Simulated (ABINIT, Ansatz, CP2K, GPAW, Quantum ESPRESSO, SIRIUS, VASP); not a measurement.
Hf: 8 runs at one level of theory

```xyz
2
Lattice="3.1967 0.0000 0.0000 -1.5983 2.7684 0.0000 0.0000 0.0000 5.0578" Properties=species:S:1:pos:R:3 pbc="T T T"
Hf    1.5984    0.9228    3.7934
Hf    0.0000    1.8456    1.2645
```

Alike in all runs: task single point; functional PBEsol; k mesh 10 × 10 × 5; occupations fermi-dirac, width 0.05 eV; no spin polarisation; no spin-orbit coupling. Pressure is positive in compression and, in plane waves, holds the error of the finite cutoff, which Ansatz's Pulay term estimates and takes out.

| program and potentials | plane-wave cutoff (eV) | notes | pressure (GPa) |
| --- | --- | --- | --- |
| Ansatz, Ansatz PAW | 420 | potentials made for PBE, which Ansatz adapts in part; 26 valence electrons an atom on average; Pulay term of +0.04 GPa included | -3.92 |
| GPAW, PAW data sets generated for this functional | 600 | 12 valence electrons an atom on average | -3.53 |
| CP2K, POTENTIAL_UZH Hf GTH-PBE-q12; TZVP-MOLOPT-PBE-GTH basis | - | atomic basis; potentials made for PBE; 12 valence electrons an atom on average | -2.89 |
| VASP, PBE PAW files Hf_pv, 520 eV | 520 | potentials made for PBE; 10 valence electrons an atom on average | -4.30 |
| ABINIT, PseudoDojo NC SR PBEsol v0.4.1 standard | 789 | 12 valence electrons an atom on average | -3.58 |
| Ansatz, all-electron LAPW, scalar-relativistic | - | - | -3.90 |
| Quantum ESPRESSO, GBRV 1.5 PBEsol | 612 | 12 valence electrons an atom on average | -3.87 |
| SIRIUS, PseudoDojo 0.4.1 PBEsol standard (scalar relativistic) | 807 | 12 valence electrons an atom on average | -3.58 |

The pressure spans -4.30 (VASP, PBE PAW files Hf_pv, 520 eV) to -2.89 GPa (CP2K, POTENTIAL_UZH Hf GTH-PBE-q12; TZVP-MOLOPT-PBE-GTH basis), with all-electron results at -3.90. Rows in atomic bases carry the error of their basis and grid, which can be large.

Differences between rows come from potentials, basis sets and numerical settings, since the functional is the same but for its coding. Runs on potential files found faulty are left out.
